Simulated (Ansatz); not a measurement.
Geometry optimisation in Ansatz: input, command and trajectory.

```yaml
crystal:
  lattice:
    - [5.0722196109, 0.0, 0.0]
    - [0.0, 5.0722196109, 0.0]
    - [0.0, 0.0, 3.3808529254]
  atoms:
    - { symbol: Pb, position: [0.0, 0.0, 0.0] }
    - { symbol: Pb, position: [0.5, 0.5, 0.5] }
    - { symbol: O, position: [0.3076225152, 0.3076225152, 0.0] }
    - { symbol: O, position: [0.1923774848, 0.8076225152, 0.5] }
    - { symbol: O, position: [0.6923774848, 0.6923774848, 0.0] }
    - { symbol: O, position: [0.8076225152, 0.1923774848, 0.5] }
basis:
  ecutwfc: 420
kpoints:
  mp_grid: { grid: [8, 8, 10] }
hamiltonian:
  xc: pbesol
scf:
  occupations: { method: gaussian, width: 0.1 }
output:
  forces: true
  stress: true
  eigenvalues: true
relax:
  adjacent_minimum: "off"
  f_tol: 0.008
  max_steps: 40
  cell: { stress_tol: 0.015, fix: [a, b, gamma] }
```

```bash
ansatz run input.yaml --threads 1 --pin off --max-ram 2560MiB --backend cpu --events-out ev --progress --plain --runs-dir out
```

These are results of DFT PBEsol, scalar-relativistic, plane waves, PAW (Ansatz), not measurements.

Of 6 frames 5 are shown, positions in Å and forces in eV/Å; the SCF threshold varies from step to step. Steps run on the plane waves of an earlier cell, with a Pulay correction in the pressure. The basis is chosen afresh for the last frame, the zero of the energies, and at times for earlier ones too; energy and pressure step there, also at an unchanged geometry.

```xyz
6
Lattice="5.0722 0.0000 0.0000 0.0000 5.0722 0.0000 0.0000 0.0000 3.3809" Properties=species:S:1:pos:R:3:forces:R:3 pbc="T T T" step=1 free_energy_over_end_meV_per_atom=0.16 pressure_GPa=-2.01
Pb    0.0000    0.0000    0.0000    0.0000    0.0000    0.0000
Pb    2.5361    2.5361    1.6904    0.0000    0.0000    0.0000
O     1.5603    1.5603    0.0000    0.0237    0.0237    0.0000
O     0.9758    4.0964    1.6904   -0.0237    0.0237    0.0000
O     3.5119    3.5119    0.0000   -0.0237   -0.0237    0.0000
O     4.0964    0.9758    1.6904    0.0237   -0.0237    0.0000
6
Lattice="5.0722 0.0000 0.0000 0.0000 5.0722 0.0000 0.0000 0.0000 3.3692" Properties=species:S:1:pos:R:3:forces:R:3 pbc="T T T" step=2 free_energy_over_end_meV_per_atom=-0.16 pressure_GPa=-1.45
Pb    0.0000    0.0000    0.0000    0.0000    0.0000    0.0000
Pb    2.5361    2.5361    1.6846    0.0000    0.0000    0.0000
O     1.5597    1.5597    0.0000    0.0227    0.0227    0.0000
O     0.9764    4.0959    1.6846   -0.0227    0.0227    0.0000
O     3.5125    3.5125    0.0000   -0.0227   -0.0227    0.0000
O     4.0959    0.9764    1.6846    0.0227   -0.0227    0.0000
6
Lattice="5.0722 0.0000 0.0000 0.0000 5.0722 0.0000 0.0000 0.0000 3.3701" Properties=species:S:1:pos:R:3:forces:R:3 pbc="T T T" step=3 free_energy_over_end_meV_per_atom=-0.17 pressure_GPa=-1.45
Pb    0.0000    0.0000    0.0000    0.0000    0.0000    0.0000
Pb    2.5361    2.5361    1.6851    0.0000    0.0000    0.0000
O     1.5610    1.5610    0.0000    0.0055    0.0055    0.0000
O     0.9751    4.0971    1.6851   -0.0055    0.0055    0.0000
O     3.5112    3.5112    0.0000   -0.0055   -0.0055    0.0000
O     4.0971    0.9751    1.6851    0.0055   -0.0055    0.0000
6
Lattice="5.0722 0.0000 0.0000 0.0000 5.0722 0.0000 0.0000 0.0000 3.3701" Properties=species:S:1:pos:R:3:forces:R:3 pbc="T T T" step=4 free_energy_over_end_meV_per_atom=0.00 pressure_GPa=-1.47
Pb    0.0000    0.0000    0.0000    0.0000    0.0000    0.0000
Pb    2.5361    2.5361    1.6851    0.0000    0.0000    0.0000
O     1.5610    1.5610    0.0000    0.0056    0.0056    0.0000
O     0.9751    4.0971    1.6851   -0.0056    0.0056    0.0000
O     3.5112    3.5112    0.0000   -0.0056   -0.0056    0.0000
O     4.0971    0.9751    1.6851    0.0056   -0.0056    0.0000
6
Lattice="5.0722 0.0000 0.0000 0.0000 5.0722 0.0000 0.0000 0.0000 3.3692" Properties=species:S:1:pos:R:3:forces:R:3 pbc="T T T" step=6 free_energy_over_end_meV_per_atom=0.00 pressure_GPa=-1.41
Pb    0.0000    0.0000    0.0000    0.0000    0.0000    0.0000
Pb    2.5361    2.5361    1.6846    0.0000    0.0000    0.0000
O     1.5614    1.5614    0.0000    0.0000    0.0000    0.0000
O     0.9748    4.0975    1.6846    0.0000    0.0000    0.0000
O     3.5109    3.5109    0.0000    0.0000    0.0000    0.0000
O     4.0975    0.9748    1.6846    0.0000    0.0000    0.0000
```

The run took 95 s on 1 thread of Arm Neoverse V1, on a shared host, peak memory 0.47 GiB.

Spin–orbit coupling is left out, which can shift energies with elements as heavy as these.